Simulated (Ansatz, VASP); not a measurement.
**LiH in VASP and in Ansatz**

File INCAR:

```
PREC = Accurate
ENCUT = 520
EDIFF = 1E-6
ISMEAR = 0
SIGMA = 0.02
LREAL = False
LASPH = True
NELM = 100
ALGO = Normal
ISIF = 2
LWAVE = False
LCHARG = True
GGA = PS
LELF = True
LVHAR = True
NBANDS = 12
```

KPOINTS

```
Automatic mesh
0
Gamma
  8 8 6
```

POSCAR

```
LiH
1.0
    1.9899771082      1.9899771082      0.0000000000
   -1.9899771082      1.9899771082      0.0000000000
    0.0000000000      0.0000000000      4.0595533006
Li H
2 2
Direct
    0.0000000000      0.0000000000      0.0000000000
    0.5000000000      0.5000000000      0.5000000000
    0.5000000000      0.5000000000      0.0000000000
    0.0000000000      0.0000000000      0.5000000000
```

Input for Ansatz:

```yaml
crystal:
  lattice:
    - [1.9899771082, 1.9899771082, 0.0]
    - [-1.9899771082, 1.9899771082, 0.0]
    - [0.0, 0.0, 4.0595533006]
  atoms:
    - { symbol: Li, position: [0.0, 0.0, 0.0] }
    - { symbol: Li, position: [0.5, 0.5, 0.5] }
    - { symbol: H, position: [0.5, 0.5, 0.0] }
    - { symbol: H, position: [0.0, 0.0, 0.5] }
basis:
  ecutwfc: 420
kpoints:
  mp_grid: { grid: [8, 8, 6] }
hamiltonian:
  xc: pbesol
scf:
  occupations: { method: gaussian, width: 0.02 }
output:
  forces: true
  stress: true
  eigenvalues: true
```

Change from the starting cell: strain along c alone, the other axes held, atoms relaxed: +2.0 %.

Alike in both runs: task single point; functional PBEsol; k mesh 8 × 8 × 6; occupations gaussian, width 0.02 eV; no spin polarisation.

|  | VASP | Ansatz |
| --- | --- | --- |
| version | VASP 6.6.1 | Ansatz 0.2.0 |
| potentials or method | VASP PAW PBE potentials, release 64 (Li_sv, H) | scalar-relativistic, plane waves, PAW |
| plane-wave cutoff (eV) | 520 | 420 |
| valence electrons in the cell | 8 | 8 |

```tsv
	VASP	Ansatz	Ansatz less VASP
gap on the k mesh at the Fermi level (eV)	2.52	2.52	+0.001
least direct gap on the mesh (eV)	2.67	2.67	+0.001
```

The functional is the same, so the differences come from potentials, cutoffs and numerics.

 A k mesh can miss the band edges.
